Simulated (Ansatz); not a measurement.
Relaxation of a periodic cell of 17 atoms, Si (host Si, host structure diamond, interstitial Si), to a largest force component of 0.03 eV/Å in at most 60 steps.

The calculation used DFT PBEsol, scalar-relativistic, plane waves, PAW (Ansatz). Settings: PAW set soft_1, cutoff 420 eV, k mesh 2x2x2, gaussian smearing 0.02 eV, no spin polarisation.

```xyz
17
Lattice="0.0000 5.4300 5.4300 5.4300 0.0000 5.4300 5.4300 5.4300 0.0000" Properties=species:S:1:pos:R:3
Si 0.000 0.000 0.000
Si 1.357 1.357 1.357
Si 2.715 2.715 0.000
Si 4.072 4.072 1.357
Si 2.715 0.000 2.715
Si 4.072 1.357 4.072
Si 5.430 2.715 2.715
Si 6.787 4.072 4.072
Si 0.000 2.715 2.715
Si 1.357 4.072 4.072
Si 2.715 5.430 2.715
Si 4.072 6.787 4.072
Si 2.715 2.715 5.430
Si 4.072 4.072 6.787
Si 5.430 5.430 5.430
Si 6.787 6.787 6.787
Si 2.729 5.440 5.473
```

Q: Where does it end, and by what steps?

A: The forces met the threshold. The force dipped under the threshold on the way, but the program's further checks kept it going. Limits of this set-up: PAW files made for another functional, a small cell, in which the defect meets its images. After 3 steps the energy has fallen by 0.125 eV; Si17 moved furthest, 0.05 Å.

| step | energy less start (eV) | largest force component (eV/Å) | accepted |
| --- | --- | --- | --- |
| 0 | 0.0000 | 0.619 | yes |
| 1 | -0.1103 | 0.208 | yes |
| 2 | -0.1247 | 0.018 | yes |
| 3 | -0.1247 | 0.018 | yes |

```xyz
17
Lattice="0.0000 5.4300 5.4300 5.4300 0.0000 5.4300 5.4300 5.4300 0.0000" Properties=species:S:1:pos:R:3
Si -0.030 -0.001 0.002
Si 1.339 1.378 1.383
Si 2.717 2.748 0.003
Si 4.079 4.069 1.367
Si 2.716 0.001 2.755
Si 4.080 1.364 4.074
Si 5.431 2.716 2.719
Si 6.783 4.067 4.073
Si -0.001 2.714 2.710
Si 1.332 4.047 4.049
Si 2.715 5.430 2.687
Si 4.098 6.812 4.051
Si 2.714 2.685 5.432
Si 4.093 4.055 6.812
Si 5.463 5.432 5.433
Si 6.785 6.793 6.797
Si 2.714 5.430 5.427
```

Time of the run: 18 s on 1 thread of Intel(R) Xeon(R) Platinum 8259CL CPU @ 2.50GHz (Skylake/Cascade Lake), on a shared host, peak memory 0.56 GiB.
